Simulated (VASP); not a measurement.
These are PBE GGA, VASP's PBE PAW potentials (set 64) (plane waves; VASP 6.6.1) values and carry that method's errors.

VASP ran on this input.

### INCAR
```
ALGO = Normal
EDIFF = 1E-6
ENCUT = 400
GGA = PE
ISIF = 2
ISMEAR = -1
LASPH = T
LCHARG = F
LREAL = F
LWAVE = F
NELM = 100
PREC = Accurate
SIGMA = 0.02
SYSTEM = BeO
```

POSCAR:
```
BeO
1
    2.6942800000     0.0000000000     0.0000000000
   -1.3471400000     2.3333150000     0.0000000000
    0.0000000000     0.0000000000     4.3760200000
Be O
2 2
Direct
  0.3333330000   0.6666670000   0.0001600000
  0.6666670000   0.3333330000   0.5001600000
  0.3333330000   0.6666670000   0.3773400000
  0.6666670000   0.3333330000   0.8773400000
```

KPOINTS:
```
Automatic mesh
0
Gamma
  8 8 4
0.5 0.5 0.5
```

POTCAR, in this order: Be O (PBE.64 set). Program: vasp_std.

The resulting files:

**OSZICAR**
```
       N       E                     dE             d eps       ncg     rms          rms(c)
DAV:   1     0.466858922814E+02    0.46686E+02   -0.77131E+03   984   0.104E+03
DAV:   2    -0.280645604098E+02   -0.74750E+02   -0.70733E+02  1220   0.250E+02
DAV:   3    -0.306297304986E+02   -0.25652E+01   -0.25564E+01  1272   0.503E+01
DAV:   4    -0.306498816671E+02   -0.20151E-01   -0.20144E-01  1152   0.496E+00
DAV:   5    -0.306501488978E+02   -0.26723E-03   -0.26720E-03  1264   0.486E-01    0.896E+00
DAV:   6    -0.285199124850E+02    0.21302E+01   -0.70220E+00  1112   0.237E+01    0.294E+00
DAV:   7    -0.284997708361E+02    0.20142E-01   -0.15080E-01  1212   0.385E+00    0.187E+00
DAV:   8    -0.285066060469E+02   -0.68352E-02   -0.40029E-02  1016   0.285E+00    0.259E-01
DAV:   9    -0.285055828066E+02    0.10232E-02   -0.28741E-03  1272   0.529E-01    0.678E-02
DAV:  10    -0.285058923440E+02   -0.30954E-03   -0.73466E-04  1064   0.232E-01    0.472E-02
DAV:  11    -0.285058596801E+02    0.32664E-04   -0.15061E-04  1248   0.113E-01    0.368E-03
DAV:  12    -0.285058596297E+02    0.50379E-07   -0.36697E-06  1112   0.208E-02
   1 F= -.28505860E+02 E0= -.28505860E+02  d E =-.197637E-10
```

### OUTCAR
```
------------------------ aborting loop because EDIFF is reached ----------------------------------------
  FORCE on cell =-STRESS in cart. coord.  units (eV):
  Direction    XX          YY          ZZ          XY          YZ          ZX
  --------------------------------------------------------------------------------------
  Total       -0.3426862     -0.3426862     -0.3110210      0.0000000      0.0000000     -0.0000000
  in kB      -19.9577617    -19.9577629    -18.1136063      0.0000000      0.0000000     -0.0000000
  external PRESSURE =     -19.3430436 kB  Pullay stress =       0.0000000 kB
  volume of cell :       27.51
      direct lattice vectors                 reciprocal lattice vectors
     2.694280000  0.000000000  0.000000000     0.371156673  0.214287398  0.000000000
    -1.347140000  2.333315000  0.000000000     0.000000000  0.428574796  0.000000000
     0.000000000  0.000000000  4.376020000     0.000000000  0.000000000  0.228518151
 POSITION                                       TOTAL-FORCE (eV/Angst)
 -----------------------------------------------------------------------------------
     -0.00000      1.55554      0.00070         0.000000     -0.000000     -0.023497
      1.34714      0.77777      2.18871        -0.000000     -0.000000     -0.023497
     -0.00000      1.55554      1.65125         0.000000     -0.000000      0.023497
      1.34714      0.77777      3.83926        -0.000000      0.000000      0.023497
 -----------------------------------------------------------------------------------
    total drift:                               -0.001373      0.000793     -0.001014
  FREE ENERGIE OF THE ION-ELECTRON SYSTEM (eV)
  ---------------------------------------------------
  free  energy   TOTEN  =       -28.5058596297 eV

  energy  without entropy=      -28.5058596297  energy(sigma->0) =      -28.50585963
```
(Selected blocks of OUTCAR.)

At this cut-off the stress carries a Pulay error, which pulls relaxed volumes low.

The structure comes from a computed database's BeO entry; how it stands against other phases isn't given here. The cell was not relaxed at this level. The run is one of a series of settings (KPOINTS 8×8×4 Γ-centred mesh shifted by (0.5, 0.5, 0.5) against the base run), some of them coarse on purpose.
